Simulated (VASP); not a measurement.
A run of VASP 6.6.1 is set up as follows.

Contents of POSCAR:

```
MgS
1.0
    0.0000000000      2.8331200468      2.8331200468
    2.8331200468      0.0000000000      2.8331200468
    2.8331200468      2.8331200468      0.0000000000
S Mg
1 1
Direct
    0.2500000000      0.2500000000      0.2500000000
    0.0000000000      0.0000000000      0.0000000000
```

The input INCAR.step1:

```
PREC = Accurate
ENCUT = 450
EDIFF = 1E-8
ISMEAR = 0
SIGMA = 0.01
LREAL = F
LASPH = T
NELM = 80
ALGO = Fast
LWAVE = T
LCHARG = F
GGA = PE
```

INCAR.step2

```
PREC = Accurate
ENCUT = 450
EDIFF = 1E-8
ISMEAR = 0
SIGMA = 0.01
LREAL = F
LASPH = T
NELM = 1
ALGO = Exact
LWAVE = T
LCHARG = F
GGA = PE
NBANDS = 123
LOPTICS = T
ISTART = 1
```

Contents of INCAR.step3:

```
PREC = Accurate
ENCUT = 450
EDIFF = 1E-8
ISMEAR = 0
SIGMA = 0.01
LREAL = F
LASPH = T
ALGO = EVGW0
LWAVE = F
LCHARG = F
GGA = PE
NELMGW = 1
NBANDS = 123
ENCUTGW = 110
NOMEGA = 50
PRECFOCK = Fast
ISTART = 1
NBANDSGW = 12
```

KPOINTS

```
regular mesh
0
Gamma
  4 4 4
```

Potentials or basis: VASP PAW PBE potentials, release 64 (S_GW, Mg_GW).

Launch:

```bash
$ cat potpaw_PBE.64/S_GW/POTCAR potpaw_PBE.64/Mg_GW/POTCAR > POTCAR
$ cp INCAR.step1 INCAR
$ mpirun -np 1 vasp_std > vasp.out
$ cp INCAR.step2 INCAR
$ mpirun -np 1 vasp_std > vasp.out
$ cp INCAR.step3 INCAR
$ mpirun -np 1 vasp_std > vasp.out
```

Task: Estimate the quasiparticle gap.

Result: 5.04 eV.

Task: Estimate the least direct quasiparticle gap.

Result: 5.04 eV.

Task: Predict the band gap on the k mesh, mean-field level.

Result: 3.44 eV, direct.

Caveat: the k mesh is coarse (spacing up to 0.48 Å⁻¹), so the values aren't converged; bands, screening cutoff and mesh are small and nothing is extrapolated, so the quasiparticle values aren't converged. A k mesh can miss the band edges.
